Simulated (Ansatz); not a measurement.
# Lanthanum, dhcp under LDA: ground state and equation of state, part 1 of 3

What does LDA give for lanthanum in the dhcp structure? We relax it, solve it on a dense k-mesh, switch on spin-orbit coupling, then scale the cell to 7 volumes from 88 to 112 % of the relaxed one and try a fit of the equation of state. The start is ferromagnetic. The k-meshes are 10×10×3 for the relaxation; 13×13×4 for the dense run; 10×10×3 for spin-orbit coupling; 13×13×4 for the volumes. It starts from a deposited cell (COD).

Computed with Ansatz 0.2.0 (DFT LDA (PW92), plane waves (420 eV) with PAW, scalar-relativistic; PBE-made PAW files, unless a step says otherwise).

## 1. The starting structure

Symmetry: P6_3/mmc, No. 194, hexagonal system. The conventional cell has a = 3.770 Å, b = 3.770 Å, c = 12.159 Å, α = 90.00°, β = 90.00°, γ = 120.00°. La (site symmetry -3m) is surrounded by 12 La at 3.74 to 3.77 Å. La (site symmetry -6m2) has 12 La at 3.74 to 3.77 Å as nearest neighbours.

As a file:

```cif
data_structure
_symmetry_space_group_name_H-M 'P 1'
_symmetry_Int_Tables_number 1
_cell_length_a 3.7700
_cell_length_b 3.7700
_cell_length_c 12.1590
_cell_angle_alpha 90.000
_cell_angle_beta 90.000
_cell_angle_gamma 120.000
_cell_volume 149.66
loop_
_atom_site_label
_atom_site_type_symbol
_atom_site_fract_x
_atom_site_fract_y
_atom_site_fract_z
_atom_site_occupancy
La1 La 0.00000 0.00000 0.00000 1
La2 La 0.00000 0.00000 0.50000 1
La3 La 0.33333 0.66667 0.75000 1
La4 La 0.66667 0.33333 0.25000 1
```

Starting moments (μB): +1 ×4.

## 2. Relaxation of the cell

Contents of input.yaml:

```yaml
crystal:
  lattice:
    - [3.7700018307, 0.0, 0.0]
    - [-1.8850009153, 3.2649173577, 0.0]
    - [0.0, 0.0, 12.159]
  atoms:
    - { symbol: La, position: [0.0, 0.0, 0.0], spin: 1.0 }
    - { symbol: La, position: [0.0, 0.0, 0.5], spin: 1.0 }
    - { symbol: La, position: [0.3333333333, 0.6666666667, 0.75], spin: 1.0 }
    - { symbol: La, position: [0.6666666667, 0.3333333333, 0.25], spin: 1.0 }
hamiltonian:
  xc: lda
  pseudopotentials:
    kind: paw
    azcp:
      La: "pseudopotentials/La.paw.azcp"
basis:
  ecutwfc: 420
  fft_grid_basis: typed
kpoints:
  mp_grid: { grid: [10, 10, 3], shift: [0, 0, 0] }
magnetization:
  spin_polarized: true
scf:
  occupations: { method: fermi_dirac, width: 0.05 }
relax:
  max_steps: 60
  f_tol: 0.01
  cell: {}
```

The program printed:

```text
Warning: <dir> the record states the generating functional pbe (its physics header spells it `PBE`), which answers neither for hamiltonian.xc's functional nor for the lda family's — results may be inconsistent (PPs are generated against a specific XC)
Warning: RAYON_NUM_THREADS=4 ignored (pool sized by the plan → 4); use --threads N
Engine: ansatz 0.2.0, aarch64-unknown-linux-gnu
Pseudopotentials: kind: paw
Pseudopotential: La, paw, valence charge 11, recommended cutoff 420 eV (normal), <dir>
Functional definition: SPW92
  exchange = slater_x
  correlation = pw_c
Crystal: 4 atoms, lattice volume = 149.662 Å³
Basis set: ecut = 420 eV, 2933 PW (Γ)
Bands: 29, of which v1, the nominal top of the filled ones, is band 22 counted from 1 (21 counted from 0)
Symmetry: 24 space group operations
Space group: P63/mmc (ITA 194), of the structure as read, at distance tolerance 5.3e-5 Å
Magnetic group: BNS 194.263 (UNI 1493), of the structure as read, at distance tolerance 5.3e-5 Å
k-points: 28 of 300
Non-local potential: La, projectors of the file, l = 0: 3, l = 1: 2, l = 2: 2, l = 3: 3
PAW form: soft (Blöchl's): semilocal exchange-correlation on the pseudo side does not see the compensation charge
PAW frozen core: La, regenerated for the run's functional, and the local potential with it (the file was generated under x = pbe(κ = 0.804, μ = 0.2195149727645171), c = pbe(β = 0.06672455060314922))
PAW one-centre angular grid: La, 590 points (default); XC on 64 Gauss nodes
Initial density: superposition of atomic densities (chi_scale 0.1, normalization cell)
Starting moments: Σ|m| = 4 μB on 4 of 4 sites
Initial wavefunctions: pseudopotential atomic-orbital guess
Functional: x = slater, c = lda
iter 1 solved again at ethr=1.31e-3 eV; its pass at ethr=3.10e-3 eV (dr2=5.76e-1 eV) is discarded
SCF iter   1: F=—  HF=-24303.659693 eV  |F-HF|=—  |Δ(HF+E_count)|=         —  Δρ=1.79e-2 (↑1.79e-2 ↓9.19e-3)  dr2=5.88e-1  dr2_m=1.68e-1  M=1.747 μB ∫|m|=1.747 μB  β_m=0.30  ethr=1.31e-3  ⟨swp⟩=1.1  Hψ=10717  notcnv=0  defer=1
Mixer restart at iter 1: flushing history
preconditioner: auto → Kerker (q_TF=auto, 2.225 Å⁻¹)  [metal: Δε(μ)=0.006 eV  Ē_g=12.159 eV  σ=0.050 eV  W_gap=0.03  n_scr=38 (ndim 8)  ℏωp=18.2 eV  f_vac=0.000  D(μ)=6.85/eV (n_scr^D=64)]
spin=Collinear: Kerker preconditioning applied to the charge; magnetization (m = ρ↑ − ρ↓) channel mixes plain (no charge-response kernel on spin).
SCF iter   2: F=—  HF=-24303.946407 eV  |F-HF|=—  |Δ(HF+E_count)|=   2.87e-1  Δρ=1.31e-2 (↑1.31e-2 ↓7.23e-3)  dr2=3.04e-1  dr2_m=9.81e-2  M=1.478 μB ∫|m|=1.478 μB  β_m=0.65  ethr=1.31e-3  ⟨swp⟩=3.8  Hψ=2287  notcnv=0
SCF iter   3: F=—  HF=-24304.340925 eV  |F-HF|=—  |Δ(HF+E_count)|=   3.95e-1  Δρ=2.09e-3 (↑2.09e-3 ↓2.08e-3)  dr2=4.75e-3  dr2_m=5.14e-3  M=0.544 μB ∫|m|=0.544 μB  β_m=0.82  ethr=6.92e-4  ⟨swp⟩=6.9  Hψ=4573  notcnv=0  defer=2
SCF iter   4: F=—  HF=-24304.365190 eV  |F-HF|=—  |Δ(HF+E_count)|=         —  Δρ=7.24e-4 (↑7.24e-4 ↓7.09e-4)  dr2=4.74e-4  dr2_m=6.27e-4  M=0.164 μB ∫|m|=0.164 μB  β_m=0.82  ethr=1.08e-5  ⟨swp⟩=4.1  Hψ=3871  notcnv=0  defer=1
SCF iter   5: F=—  HF=-24304.366872 eV  |F-HF|=—  |Δ(HF+E_count)|=   1.68e-3  Δρ=2.74e-4 (↑2.63e-4 ↓2.74e-4)  dr2=2.57e-5  dr2_m=9.35e-5  M=0.068 μB ∫|m|=0.068 μB  β_m=0.91  ethr=1.08e-6  ⟨swp⟩=3.2  Hψ=3431  notcnv=0  defer=1
SCF iter   6: F=—  HF=-24304.367259 eV  |F-HF|=—  |Δ(HF+E_count)|=   3.87e-4  Δρ=7.31e-5 (↑7.31e-5 ↓6.66e-5)  dr2=6.87e-6  dr2_m=4.93e-6  M=0.013 μB ∫|m|=0.013 μB  β_m=0.94  ethr=5.83e-8  ⟨swp⟩=3.0  Hψ=3137  notcnv=0  defer=1
SCF iter   7: F=—  HF=-24304.367272 eV  |F-HF|=—  |Δ(HF+E_count)|=   1.36e-5  Δρ=1.53e-5 (↑1.53e-5 ↓1.29e-5)  dr2=5.35e-7  dr2_m=2.03e-7  M=0.001 μB ∫|m|=0.002 μB  β_m=0.97  ethr=1.56e-8  ⟨swp⟩=2.5  Hψ=2956  notcnv=0  defer=1
SCF iter   8: F=—  HF=-24304.367273 eV  |F-HF|=—  |Δ(HF+E_count)|=   5.35e-7  Δρ=2.43e-6 (↑1.89e-6 ↓2.43e-6)  dr2=7.34e-9  dr2_m=4.60e-9  M=0.000 μB ∫|m|=0.000 μB  β_m=0.96  ethr=1.22e-9  ⟨swp⟩=2.8  Hψ=3020  notcnv=0  defer=1
SCF iter   9: F=—  HF=-24304.367273 eV  |F-HF|=—  |Δ(HF+E_count)|=   2.80e-8  Δρ=8.03e-7 (↑5.47e-7 ↓8.03e-7)  dr2=2.99e-9  dr2_m=3.72e-10  M=-0.000 μB ∫|m|=0.000 μB  β_m=0.98  ethr=1.67e-11  ⟨swp⟩=2.5  Hψ=2986  notcnv=0
SCF iter  10: F=-24304.367273 eV  HF=-24304.367273 eV  |F-HF|=1.60e-10  |Δ(HF+E_count)|=   1.01e-9  Δρ=2.30e-7 (↑2.30e-7 ↓1.61e-7)  dr2=2.45e-10  dr2_m=3.43e-11  M=-0.000 μB ∫|m|=0.000 μB  ethr=6.79e-12  ⟨swp⟩=1.5  Hψ=4455  notcnv=0
WARN: the starting moments were not kept: the SCF closed with an absolute magnetisation of 2.2e-5 μB, where they sum to 4 μB in size (4 sites). That is at most 0.1 of that sum. Measured as dr2_m measures the in/out step, that magnetisation stands 1.6e-11 eV from none, at or under the dr2_threshold of 1.0e-7 eV: it is no larger than a step whose dr2_m would equal this threshold. The system may hold no moment; this SCF shows only that its start led to no more than that. To try another start: raise the starting moments (crystal.atoms[].spin, magnetization.per_species, magnetization.initial_magnetization, or on a non-collinear deck that types none of these the spinor_matrix: blocks that start its atoms; where the total moment is fixed, keep their sum and leave initial_magnetization as it is; typed ones take the place of any that the run laid by itself, positive ones on a crystal's lanthanoids without a Hubbard term where scf.initial_density.shell_occupations: [] is typed) or, if the notice of its spin-set hold's release reads "site moments contracting" or "site moments show no strong build", lengthen the hold (scf.mixing.spin_hold: { on: { confirm: 4 } }; for m-r²SCAN on two components see the key's manual first). Each may lead to a state that holds a moment. A second SCF, from the converged charge density, with the starting moments and any scf.initial_density.shell_occupations laid on it anew, would have followed, and was not run: the deck does not ask for one (magnetization.retry_lost_moments is false, the default). To let it run, set magnetization.retry_lost_moments: true and run the deck again, where that key's refused combinations let it; where memory then withholds it, that run's warning says so.
SCF 1 converged in 10 iterations: F = -24304.367273 eV  dr2 = 2.45e-10
relax step   1: F+E_penalty+E_count = -24304.36727306 eV  Δ(F+E_penalty+E_count) = +0.000e0 eV  max|allowed force component| = 1.388e-17 eV/Å  Δτ_max = 0.0000 Å  P = -3.484 GPa  Ω = 149.662 Å³  (10 SCF iters, dr2 threshold 1.00e-7 eV, accepted)
Crystal: 4 atoms, lattice volume = 135.252 Å³
Basis set: ecut = 420 eV, 2607 PW (Γ)
Initial density: handed on by an earlier stage of this run
Starting moments: Σ|m| = 4 μB on 4 of 4 sites; this step starts from the density that it was given
Initial wavefunctions: those handed on with the density
iter 1 solved again at ethr=5.94e-5 eV; its pass at ethr=3.10e-3 eV (dr2=2.62e-2 eV) is discarded
SCF iter   1: F=—  HF=-24304.571826 eV  |F-HF|=—  |Δ(HF+E_count)|=         —  Δρ=2.44e-3 (↑2.44e-3 ↓2.32e-3)  dr2=2.67e-2  dr2_m=2.25e-3  M=0.164 μB ∫|m|=0.164 μB  β_m=0.30  ethr=5.94e-5  ⟨swp⟩=2.3  Hψ=12903  notcnv=0
preconditioner: auto → Kerker (q_TF=auto, 2.263 Å⁻¹)  [metal: Δε(μ)=0.007 eV  Ē_g=12.151 eV  σ=0.050 eV  W_gap=0.04  n_scr=38 (ndim 8)  ℏωp=19.2 eV  f_vac=0.000  D(μ)=7.02/eV (n_scr^D=64)]
spin=Collinear: Kerker preconditioning applied to the charge; magnetization (m = ρ↑ − ρ↓) channel mixes plain (no charge-response kernel on spin).
SCF iter   2: F=—  HF=-24304.577746 eV  |F-HF|=—  |Δ(HF+E_count)|=   5.92e-3  Δρ=1.80e-3 (↑1.80e-3 ↓1.65e-3)  dr2=1.35e-2  dr2_m=1.32e-3  M=0.136 μB ∫|m|=0.136 μB  β_m=0.65  ethr=5.94e-5  ⟨swp⟩=2.4  Hψ=1967  notcnv=0
SCF iter   3: F=—  HF=-24304.584490 eV  |F-HF|=—  |Δ(HF+E_count)|=   6.74e-3  Δρ=2.77e-4 (↑2.77e-4 ↓2.65e-4)  dr2=7.66e-5  dr2_m=6.37e-5  M=0.044 μB ∫|m|=0.044 μB  β_m=0.82  ethr=3.07e-5  ⟨swp⟩=3.5  Hψ=3537  notcnv=0  defer=2
SCF iter   4: F=—  HF=-24304.584635 eV  |F-HF|=—  |Δ(HF+E_count)|=   1.45e-4  Δρ=9.09e-5 (↑9.09e-5 ↓8.08e-5)  dr2=1.68e-5  dr2_m=6.71e-6  M=0.016 μB ∫|m|=0.016 μB  β_m=0.91  ethr=1.74e-7  ⟨swp⟩=2.4  Hψ=3321  notcnv=0  defer=1
SCF iter   5: F=—  HF=-24304.584647 eV  |F-HF|=—  |Δ(HF+E_count)|=   1.23e-5  Δρ=2.90e-5 (↑2.75e-5 ↓2.90e-5)  dr2=2.41e-7  dr2_m=9.28e-7  M=0.006 μB ∫|m|=0.006 μB  β_m=0.96  ethr=3.81e-8  ⟨swp⟩=2.5  Hψ=3009  notcnv=0
iter 6 did not close the SCF: its close was put off for a magnetic moment that had not settled (scf_convergence_deferred on its scf_iter line)
SCF iter   6: F=-24304.584650 eV  HF=-24304.584650 eV  |F-HF|=6.08e-8  |Δ(HF+E_count)|=   2.86e-6  Δρ=5.73e-6 (↑5.73e-6 ↓5.72e-6)  dr2=1.53e-8  dr2_m=3.57e-8  M=0.001 μB ∫|m|=0.001 μB  β_m=0.98  ethr=5.47e-10  ⟨swp⟩=2.3  Hψ=6078  notcnv=0
iter 7 did not close the SCF: its close was put off for a magnetic moment that had not settled (scf_convergence_deferred on its scf_iter line)
SCF iter   7: F=-24304.584650 eV  HF=-24304.584650 eV  |F-HF|=1.59e-9  |Δ(HF+E_count)|=   1.36e-7  Δρ=7.80e-7 (↑7.80e-7 ↓7.05e-7)  dr2=3.14e-9  dr2_m=2.49e-10  M=0.000 μB ∫|m|=0.000 μB  β_m=0.99  ethr=3.47e-11  ⟨swp⟩=2.0  Hψ=5460  notcnv=0
SCF iter   8: F=-24304.584650 eV  HF=-24304.584650 eV  |F-HF|=2.55e-10  |Δ(HF+E_count)|=  2.15e-10  Δρ=2.31e-7 (↑1.88e-7 ↓2.31e-7)  dr2=3.36e-10  dr2_m=1.14e-11  M=0.000 μB ∫|m|=0.000 μB  ethr=7.14e-12  ⟨swp⟩=1.0  Hψ=4661  notcnv=0
the starting moments were not kept: the SCF closed with an absolute magnetisation of 1.4e-5 μB, where they sum to 4 μB in size (4 sites). That is at most 0.1 of that sum. Measured as dr2_m measures the in/out step, that magnetisation stands 4.7e-12 eV from none, at or under the dr2_threshold of 4.0e-7 eV: it is no larger than a step whose dr2_m would equal this threshold.
SCF 2 converged in 8 iterations: F = -24304.584650 eV  dr2 = 3.36e-10
relax step   2: F+E_penalty+E_count = -24304.58464983 eV  Δ(F+E_penalty+E_count) = -2.174e-1 eV  max|allowed force component| = 3.643e-17 eV/Å  Δτ_max = 0.0000 Å  P = -1.199 GPa  Ω = 135.252 Å³  energy of the carried Pulay correction = +3.878e-4 eV  (8 SCF iters, dr2 threshold 4.00e-7 eV, accepted)
Crystal: 4 atoms, lattice volume = 128.733 Å³
Basis set: ecut = 420 eV, 2487 PW (Γ)
iter 1 solved again at ethr=1.99e-5 eV; its pass at ethr=3.10e-3 eV (dr2=8.77e-3 eV) is discarded
SCF iter   1: F=—  HF=-24304.582992 eV  |F-HF|=—  |Δ(HF+E_count)|=         —  Δρ=1.35e-3 (↑1.35e-3 ↓1.25e-3)  dr2=8.31e-3  dr2_m=5.63e-4  M=0.082 μB ∫|m|=0.082 μB  β_m=0.65  ethr=1.99e-5  ⟨swp⟩=3.0  Hψ=12454  notcnv=0  defer=1
preconditioner: auto → Kerker (q_TF=auto, 2.172 Å⁻¹)  [metal: Δε(μ)=0.004 eV  Ē_g=12.205 eV  σ=0.050 eV  W_gap=0.02  n_scr=24 (ndim 8)  ℏωp=19.6 eV  f_vac=0.000  D(μ)=6.90/eV (n_scr^D=64)]
spin=Collinear: Kerker preconditioning applied to the charge; magnetization (m = ρ↑ − ρ↓) channel mixes plain (no charge-response kernel on spin).
SCF iter   2: F=—  HF=-24304.603931 eV  |F-HF|=—  |Δ(HF+E_count)|=   2.09e-2  Δρ=5.67e-4 (↑5.67e-4 ↓4.69e-4)  dr2=9.65e-4  dr2_m=1.47e-4  M=0.050 μB ∫|m|=0.050 μB  β_m=0.64  ethr=1.89e-5  ⟨swp⟩=3.9  Hψ=3135  notcnv=0
SCF iter   3: F=—  HF=-24304.608047 eV  |F-HF|=—  |Δ(HF+E_count)|=   4.12e-3  Δρ=1.58e-4 (↑1.58e-4 ↓1.54e-4)  dr2=3.58e-5  dr2_m=2.02e-5  M=0.022 μB ∫|m|=0.022 μB  β_m=0.82  ethr=2.19e-6  ⟨swp⟩=2.4  Hψ=2806  notcnv=0
SCF iter   4: F=—  HF=-24304.608137 eV  |F-HF|=—  |Δ(HF+E_count)|=   9.07e-5  Δρ=3.68e-5 (↑3.45e-5 ↓3.68e-5)  dr2=1.29e-6  dr2_m=1.31e-6  M=0.006 μB ∫|m|=0.006 μB  β_m=0.91  ethr=8.14e-8  ⟨swp⟩=2.7  Hψ=2995  notcnv=0
SCF iter   5: F=—  HF=-24304.608141 eV  |F-HF|=—  |Δ(HF+E_count)|=   3.89e-6  Δρ=9.24e-6 (↑9.24e-6 ↓8.99e-6)  dr2=1.95e-7  dr2_m=7.81e-8  M=0.002 μB ∫|m|=0.002 μB  β_m=0.87  ethr=2.93e-9  ⟨swp⟩=2.1  Hψ=2738  notcnv=0
iter 6 did not close the SCF: its close was put off for a magnetic moment that had not settled (scf_convergence_deferred on its scf_iter line)
SCF iter   6: F=-24304.608142 eV  HF=-24304.608142 eV  |F-HF|=8.85e-9  |Δ(HF+E_count)|=   2.85e-7  Δρ=3.19e-6 (↑3.19e-6 ↓2.52e-6)  dr2=2.90e-8  dr2_m=7.71e-9  M=0.001 μB ∫|m|=0.001 μB  β_m=0.94  ethr=4.44e-10  ⟨swp⟩=2.3  Hψ=5828  notcnv=0
iter 7 did not close the SCF: its close was put off for a magnetic moment that had not settled (scf_convergence_deferred on its scf_iter line)
SCF iter   7: F=-24304.608142 eV  HF=-24304.608142 eV  |F-HF|=7.28e-11  |Δ(HF+E_count)|=   2.09e-8  Δρ=6.21e-7 (↑5.41e-7 ↓6.21e-7)  dr2=8.57e-10  dr2_m=2.84e-10  M=0.000 μB ∫|m|=0.000 μB  β_m=0.97  ethr=6.60e-11  ⟨swp⟩=2.0  Hψ=4451  notcnv=0
SCF iter   8: F=-24304.608142 eV  HF=-24304.608142 eV  |F-HF|=1.67e-9  |Δ(HF+E_count)|=   1.20e-9  Δρ=2.94e-7 (↑2.16e-7 ↓2.94e-7)  dr2=1.88e-9  dr2_m=3.60e-12  M=0.000 μB ∫|m|=0.000 μB  ethr=1.95e-12  ⟨swp⟩=1.0  Hψ=4690  notcnv=0
the starting moments were not kept: the SCF closed with an absolute magnetisation of 9.4e-6 μB, where they sum to 4 μB in size (4 sites). That is at most 0.1 of that sum. Measured as dr2_m measures the in/out step, that magnetisation stands 2.6e-12 eV from none, at or under the dr2_threshold of 4.0e-7 eV: it is no larger than a step whose dr2_m would equal this threshold.
SCF 3 converged in 8 iterations: F = -24304.608142 eV  dr2 = 1.88e-9
relax step   3: F+E_penalty+E_count = -24304.60814161 eV  Δ(F+E_penalty+E_count) = -2.349e-2 eV  max|allowed force component| = 4.626e-18 eV/Å  Δτ_max = 0.0000 Å  P = +0.100 GPa  Ω = 128.733 Å³  energy of the carried Pulay correction = +5.762e-4 eV  (8 SCF iters, dr2 threshold 4.00e-7 eV, accepted)
[... 13 lines left out ...]
relax step   4: F+E_penalty+E_count = -24304.60827345 eV  Δ(F+E_penalty+E_count) = -1.318e-4 eV  max|allowed force component| = 1.388e-17 eV/Å  Δτ_max = 0.0000 Å  P = -0.003 GPa  Ω = 129.212 Å³  energy of the carried Pulay correction = +5.620e-4 eV  (6 SCF iters, dr2 threshold 2.86e-8 eV, accepted)
Initial wavefunctions: pseudopotential atomic-orbital guess (no wavefunctions were taken with the density)
iter 1 solved again at ethr=9.47e-8 eV; its pass at ethr=3.10e-3 eV (dr2=4.17e-5 eV) is discarded
SCF iter   1: F=—  HF=-24304.607920 eV  |F-HF|=—  |Δ(HF+E_count)|=         —  Δρ=1.13e-5 (↑1.13e-5 ↓1.12e-5)  dr2=6.84e-8  dr2_m=1.88e-11  M=-0.000 μB ∫|m|=0.000 μB  β_m=0.65  ethr=9.47e-8  ⟨swp⟩=6.0  Hψ=13888  notcnv=0
preconditioner: auto → Kerker (q_TF=auto, 2.169 Å⁻¹)  [metal: Δε(μ)=0.009 eV  Ē_g=12.187 eV  σ=0.050 eV  W_gap=0.05  n_scr=24 (ndim 8)  ℏωp=19.6 eV  f_vac=0.000  D(μ)=7.02/eV (n_scr^D=64)]
spin=Collinear: Kerker preconditioning applied to the charge; magnetization (m = ρ↑ − ρ↓) channel mixes plain (no charge-response kernel on spin).
SCF iter   2: F=—  HF=-24304.607919 eV  |F-HF|=—  |Δ(HF+E_count)|=   9.11e-7  Δρ=4.29e-6 (↑4.29e-6 ↓4.29e-6)  dr2=1.06e-8  dr2_m=8.12e-12  M=-0.000 μB ∫|m|=0.000 μB  β_m=0.65  ethr=1.55e-10  ⟨swp⟩=2.5  Hψ=2984  notcnv=0
SCF iter   3: F=—  HF=-24304.607919 eV  |F-HF|=—  |Δ(HF+E_count)|=   3.57e-8  Δρ=2.95e-7 (↑2.95e-7 ↓2.91e-7)  dr2=1.49e-10  dr2_m=1.59e-12  M=-0.000 μB ∫|m|=0.000 μB  β_m=0.71  ethr=2.41e-11  ⟨swp⟩=2.5  Hψ=2609  notcnv=0
SCF iter   4: F=-24304.607919 eV  HF=-24304.607919 eV  |F-HF|=7.28e-12  |Δ(HF+E_count)|=  1.46e-11  Δρ=4.36e-8 (↑3.86e-8 ↓4.36e-8)  dr2=7.84e-12  dr2_m=4.20e-13  M=-0.000 μB ∫|m|=0.000 μB  ethr=1.00e-12  ⟨swp⟩=3.2  Hψ=6429  notcnv=0
the starting moments were not kept: the SCF closed with an absolute magnetisation of 3.9e-6 μB, where they sum to 4 μB in size (4 sites). That is at most 0.1 of that sum. Measured as dr2_m measures the in/out step, that magnetisation stands 3.6e-13 eV from none, at or under the dr2_threshold of 4.0e-11 eV: it is no larger than a step whose dr2_m would equal this threshold.
SCF 5 converged in 4 iterations: F = -24304.607919 eV  dr2 = 7.84e-12
relax step   5: F+E_penalty+E_count = -24304.60791893 eV  Δ(F+E_penalty+E_count) = +3.545e-4 eV  max|allowed force component| = 1.619e-17 eV/Å  Δτ_max = 0.0000 Å  P = -0.004 GPa  Ω = 129.212 Å³  stress off target by 6.76e-3 GPa  SCF on the basis re-selected at this cell (its energy is not comparable with the rows above)  (4 SCF iters)
basis re-selected at this cell: Δ(F+E_penalty+E_count) = +3.545e-4 eV, ΔP = -0.001 GPa vs the last step (what re-selecting the basis moved, of the pressure what is left beyond the Pulay correction that the steps carried, after the strain that the cell walked since its last selection, with what the two solves' SCF thresholds leave and, on support functions, any second-order correction that the steps lacked; it is no measure of the basis error at this ecutwfc). The dense FFT grid was sized anew with the basis: this SCF ran on 25×25×80 points, the steps before it on 27×27×90, so part of this shift can come from that change (see relax.cell in the input reference). This SCF's stress stands 6.76e-3 GPa from its target on what of the cell is left free (relax.cell.stress_tol is 5.00e-2 GPa) and its largest allowed force component is 1.62e-17 eV/Å (relax.f_tol is 1.00e-2 eV/Å): within both
SCF converged after 4 iterations
Magnetization: -0.0000 μB (22.0000 up, 22.0000 down)
Absolute magnetization: 0.0000 μB (∫|ρ↑−ρ↓|, with the PAW one-centre terms)
Spin contamination: 0.0000 ħ² per cell (⟨S²⟩ above its minimum at these occupations)
Per-site moments (μB) at R_I (Å): [(-8.23267636293733e-7, 1.4640977749960267), (-8.232676364070107e-7, 1.4640977749960267), (-3.4785527113477617e-7, 1.464097774996027), (-3.4785527114050396e-7, 1.4640977749960267)]
Free energy (F): -24304.607919 eV
Harris-Foulkes:  -24304.607919 eV  (|F-HF|=7.28e-12)
Internal energy: -24304.550951 eV  (E = F + TS)
E sigma→0 (E₀):  -24304.579435 eV
Entropy (-TS):   -0.056968 eV (-14.242 meV/atom)
Fermi energy:    12.711892 eV
--- Per-component energies (eV) ---
  E_band       = -102.806527
  E_kinetic    = 781.954433
  E_local      = -1163.388311  (includes V_loc(G=0)·N_el)
  E_nonlocal   = 395.501421
  E_hartree    = 371.999701
  E_xc         = -557.382325
  E_vxc        = -594.920734  (∫ρ·V_xc dr)
  E_paw        = -20974.527307  (= ΣΔE_a)
  E_vpaw       = -265.952755  (= ΣTr[D̂ρ^β])
  E_aug_tail   = -0.000001  (compensation charges beyond the density's cutoff)
  E_ewald      = -3159.999427
  E_core_change = 1.290865  (= ΣΔE_core)
  E_smearing   = -0.056968  (= −TS)
  E_closure    = 0.000000  (closes the sum)
  Σ components = -24304.607919   (vs F -24304.607919, Δ=0.00e0)
--- Forces (eV/Å), atoms counted from 1 ---
  atom   1  La     0.00000000     0.00000000     0.00000000
  atom   2  La    -0.00000000     0.00000000     0.00000000
  atom   3  La    -0.00000000     0.00000000     0.00000000
  atom   4  La    -0.00000000    -0.00000000    -0.00000000
  max |Σ_I F_I| component: 4.63e-18 eV/Å
--- Stress (GPa, compression-positive) ---
       -0.002191       0.000000      -0.000000
       -0.000000      -0.002191      -0.000000
       -0.000000      -0.000000      -0.006759
  P = ⅓ Tr σ = -0.0037 GPa (-0.037 kbar)
--- Relaxed structure (4 steps of the walk, 4 accepted, 1 SCFs on fresh bases) ---
  F+E_penalty+E_count = -24304.60791893 eV   max|allowed force component| = 1.619e-17 eV/Å   (the final SCF, on the basis selected at the relaxed cell)
  cell:  # Å, volume = 129.2122 Å³
    - [3.6008540735907855, -2.7572300638645825e-11, 5.470220515257906e-34]
    - [-1.8004270367715145, 3.118431103064087, -5.103785222841683e-34]
    - [4.704677555902186e-33, -8.821270417316598e-34, 11.506991823429049]
  atoms:
    - { symbol: La, position: [1.3095088282479578e-34, -1.0261563357705176e-34, -3.5577096891405686e-37] }
    - { symbol: La, position: [-1.397830519233842e-34, -9.27841956318326e-35, 0.49999999999999994] }
    - { symbol: La, position: [0.3333333333333333, 0.6666666666666666, 0.7499999999999999] }
    - { symbol: La, position: [0.6666666666666665, 0.3333333333333332, 0.24999999999999997] }
```

It took 26 s on 4 threads of an Arm CPU, shared host; peak memory 0.58 GiB.

The walk, from the log:

```tsv
step	energy change (meV/atom)	largest force (eV/Å)	pressure (GPa)	volume (Å³/atom)
1	0.00	0.0000	-3.48	37.416
2	-54.34	0.0000	-1.20	33.813
3	-60.22	0.0000	0.10	32.183
4	-60.25	0.0000	0.00	32.303
5	-60.16	0.0000	0.00	32.303
```

Steps that repeat a cell are solved on a basis chosen anew, so their changes of energy are no gain of the relaxation.

Changes in the cell that was computed:

|  | before | after | change |
| --- | --- | --- | --- |
| a (Å) | 3.770 | 3.601 | -4.5 % |
| b (Å) | 3.770 | 3.601 | -4.5 % |
| c (Å) | 12.159 | 11.507 | -5.4 % |
| volume (Å³/atom) | 37.416 | 32.303 | -13.7 % |
| shortest distance (Å) | 3.739 | 3.549 | -5.1 % |
| space group (spins left aside) | P6_3/mmc | P6_3/mmc | same |

(Continued in part 2 of 3.)
